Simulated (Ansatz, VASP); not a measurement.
## HfC: VASP beside Ansatz

INCAR

```
PREC     = Accurate       # precision mode
ENCUT    = 520            # plane-wave cutoff, eV
EDIFF    = 1E-7           # SCF threshold, eV
ISMEAR   = -1             # smearing method
SIGMA    = 0.1            # smearing width, eV
LREAL    = F              # projectors in reciprocal space
LASPH    = T              # aspherical terms in the spheres
NELM     = 80             # most SCF steps
ALGO     = Normal         # electronic algorithm
ISIF     = 2              # what is computed and relaxed
LWAVE    = F              # write WAVECAR
LCHARG   = F              # write CHGCAR
GGA      = PE             # functional
NBANDS   = 14             # bands
```

Contents of KPOINTS:

```
regular mesh
0
Gamma
  6 6 6
```

File POSCAR:

```
HfC
1.0
   -0.0460200000      2.3412800000      2.3591800000
    2.2447700000      0.0541400000      2.2590100000
    2.2973600000      2.2937000000      0.0015500000
Hf C
1 1
Direct
    0.5451300000      0.4898700000      0.4574200000
    0.9805765157      1.0003660309      0.9817806384
```

Input for Ansatz:

```yaml
crystal:
  lattice:
    - [-0.04602, 2.34128, 2.35918]
    - [2.24477, 0.05414, 2.25901]
    - [2.29736, 2.2937, 0.00155]
  atoms:
    - { symbol: Hf, position: [0.54513, 0.48987, 0.45742] }
    - { symbol: C, position: [0.980576515724224, 1.0003660308914826, 0.9817806384238235] }
basis:
  ecutwfc: 540.0
  xc_grid: 2
kpoints:
  mp_grid:
    grid: [6, 6, 6]
hamiltonian:
  xc: pbe
scf:
  convergence:
    dr2_threshold: 1.0e-09
  occupations:
    method: fermi_dirac
output:
  forces: true
  stress: true
```

Alike in both runs: task single point; functional PBE; k mesh 6 × 6 × 6; no spin polarisation.

|  | VASP | Ansatz |
| --- | --- | --- |
| version | VASP 6.6.1 | Ansatz 0.2.0 |
| potentials or method | VASP PAW PBE potentials, release 64 (Hf_pv, C) | plane waves, PAW |
| plane-wave cutoff (eV) | 520 | 540 |
| occupations | fermi-dirac, width 0.1 eV | fermi-dirac |
| valence electrons in the cell | 14 | 30 |

VASP gave:

```
pressure (GPa)                                  : 12.3
largest component of the traceless stress (GPa) : 9.08
rms of the force components (eV/Å)              : 0.852
```

Problem. What did Ansatz give for the same quantities?

Solution. Pressure (GPa): 12.7; largest component of the traceless stress (GPa): 9.05; rms of the force components (eV/Å): 0.857.

Atom by atom the forces differ by 0.005 eV/Å (rms over components). The two sets of potentials don't hold the same shells in valence. Ansatz warned: «stress_scf_threshold_loose».

Caveats: the k mesh is coarse (spacing up to 0.41 Å⁻¹), so the values aren't converged; forces of over 1 eV/Å show positions far from the minimum, so gaps and moduli don't describe the material at rest. The runs have no spin-orbit coupling, so splittings on Hf are missing.
